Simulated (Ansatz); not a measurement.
Space group I4/mmm (No. 139). a = 3.242 Å, b = 3.242 Å, c = 5.199 Å, α = 90.00°, β = 90.00°, γ = 90.00°
```json
{"atom": "Sn", "site": "2a", "symmetry": "4/mmm", "x": "0.0000", "y": "0.0000", "z": "0.0000"}
```

Equation of state of this Sn structure (not necessarily the ground state), with shape and atoms relaxed at each volume where symmetry leaves them free. It has no gap at any of these volumes. Method: DFT r2SCAN, scalar-relativistic, plane waves, PAW (Ansatz).

Cutoff 500 eV; k points 18×18×18 on the computed 1-atom cell (Γ-centred); Gaussian smearing, width 0.10 eV; no spin polarisation.

| V (Å³/atom) | E − E(largest V) (meV/atom) | P (GPa) |
| --- | --- | --- |
| 25.687 | 3.83 | 3.67 |
| 26.506 | -9.72 | 1.69 |
| 27.326 | -14.02 | 0.01 |
| 28.146 | -10.41 | -1.41 |
| 28.966 | 0.00 | -2.63 |

Problem. Fit a third-order Birch–Murnaghan equation to E(V).

Solution. V0 = 27.34 Å³/atom, B0 = 51 GPa, B0' = 4.1.

This form isn't the element's structure at ambient conditions.